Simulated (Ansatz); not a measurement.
Wanted: the native input for an Ansatz 0.2.0 run.

```yaml
Task: band structure
Functional: LDA
Potentials_or_basis: all-electron LAPW, scalar-relativistic
Cutoff: 188 eV (chosen from the basis error)
Basis_error_allowed: 0.0005 eV/atom
k_mesh: 6 × 6 × 6
Occupations: fermi-dirac, width 0.15 eV
Spin: collinear spin, ferromagnetic start
Starting_moments: "[1.0] μB"
Fixed_moment: 1 μB
Hubbard_terms: Yb f U = 6 eV
Start_of_the_occupations: hund_eg_first
Double_counting: fll
Hubbard_projectors: ortho-atomic
```

The system is Yb.

```
CELL_PARAMETERS angstrom
3.91177 0.00000 0.00000
1.99849 3.37370 0.00000
1.92106 1.07154 3.12806
ATOMIC_POSITIONS crystal
Yb 0.01299 0.00077 0.97429
```

The cell isn't the ideal one: cell strained at random at fixed volume.

One way to write it, as run:

input.yaml

```yaml
crystal:
  lattice: { a: 3.9117705174, b: 3.921198199, c: 3.8240603419, alpha: 60.1903490759, beta: 59.8437153709, gamma: 59.3585784518 }
  atoms:
    - { symbol: Yb, position: [0.012992, 0.00077, -0.025712], spin: 1.0 }
kpoints:
  mp_grid: { grid: [6, 6, 6] }
  band_path:
    path: [[-0.5, -0.5, -0.5], [0.0, 0.0, 0.0], [0.0, 0.5, 0.0]]
    npoints: 12
scf:
  occupations: { method: fermi_dirac, width: 0.15 }
hamiltonian:
  xc: lda
  pseudopotentials: { kind: all_electron, lapw: { basis_error: 0.0005 } }
  hubbard:
    occupation_matrices:
      s0_up:
        matrix:
          - [0.98, 0.0, 0.0, 0.0, 0.0, 0.0, 0.0]
          - [0.0, 0.98, 0.0, 0.0, 0.0, 0.0, 0.0]
          - [0.0, 0.0, 0.98, 0.0, 0.0, 0.0, 0.0]
          - [0.0, 0.0, 0.0, 0.98, 0.0, 0.0, 0.0]
          - [0.0, 0.0, 0.0, 0.0, 0.98, 0.0, 0.0]
          - [0.0, 0.0, 0.0, 0.0, 0.0, 0.98, 0.0]
          - [0.0, 0.0, 0.0, 0.0, 0.0, 0.0, 0.98]
      s0_down:
        matrix:
          - [0.98, 0.0, 0.0, 0.0, 0.0, 0.0, 0.0]
          - [0.0, 0.98, 0.0, 0.0, 0.0, 0.0, 0.0]
          - [0.0, 0.0, 0.98, 0.0, 0.0, 0.0, 0.0]
          - [0.0, 0.0, 0.0, 0.98, 0.0, 0.0, 0.0]
          - [0.0, 0.0, 0.0, 0.0, 0.98, 0.0, 0.0]
          - [0.0, 0.0, 0.0, 0.0, 0.0, 0.98, 0.0]
          - [0.0, 0.0, 0.0, 0.0, 0.0, 0.0, 0.02]
    sites:
      - { site: 0, l: f, u_eff: 6, starting_ns: [{ spin: up, occupation_matrix: s0_up }, { spin: down, occupation_matrix: s0_down }] }
    double_counting: fll
    projectors: ortho-atomic
magnetization:
  spin_polarized: true
  initial_magnetization: 1.0
  spin_locking: { lock_magnetization: hard }
output:
  forces: true
  stress: true
  eigenvalues: true
  hubbard: {}
```

Potentials or basis: all-electron LAPW, scalar-relativistic.

The run is started by

```bash
$ ansatz run input.yaml --threads 2 --pin off --max-ram 6144MiB --backend cpu --events-out ev --progress --plain --runs-dir out
```

It gave:

* Pressure: -2.3 GPa
* Absolute moment: 1.01 μB per cell
* Site moments: Yb +0.69 μB

Caveat: the k mesh is thin for a metal, which can move the energy by tens of meV per atom; the magnetic state may not be the lowest; an open f shell can end in a state above the lowest; the typed start of the occupations wasn't kept; U is the effective U less J, on atomic orbitals that reach past the spheres; spin-orbit coupling is left out, which moves the levels of the heavy elements; the total moment is fixed, so each spin has its own Fermi level.

Run time: 31 s on 2 threads of Arm Neoverse V1, on a shared host, peak memory 0.55 GiB.
